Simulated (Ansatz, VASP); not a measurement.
**Two plane-wave programs on BAs**

```xyz
2
Lattice="0.0000 2.4691 2.4691 2.4691 0.0000 2.4691 2.4691 2.4691 0.0000" Properties=species:S:1:pos:R:3 pbc="T T T"
B     0.0000    0.0000    0.0000
As    1.2346    1.2346    1.2346
```

Alike in both runs: task single point; functional r2SCAN; k mesh 10 × 10 × 10; occupations gaussian, width 0.02 eV; no spin polarisation.

|  | VASP | Ansatz |
| --- | --- | --- |
| version | VASP 6.6.1 | Ansatz 0.2.0 |
| potentials or method | VASP PAW PBE potentials, release 64 (B, As) | scalar-relativistic, plane waves, PAW |
| plane-wave cutoff (eV) | 520 | 500 |
| valence electrons in the cell | 8 | 18 |

Ansatz gave:

| Quantity | Value |
| --- | --- |
| gap on the k mesh at the Fermi level (eV) | 1.47 |
| least direct gap on the mesh (eV) | 3.33 |
| pressure (GPa) | -11.0 |

Problem. Which values does VASP return?

Solution. gap on the k mesh at the Fermi level (eV): 1.47; least direct gap on the mesh (eV): 3.34; pressure (GPa): -11.0.

The two sets of potentials don't hold the same shells in valence.

Caveats: the PAW data sets were made with another functional, which shifts forces and pressure a little (VASP). r2SCAN opens gaps a little over a GGA but as a rule still falls short of measured ones. A k mesh can miss the band edges.
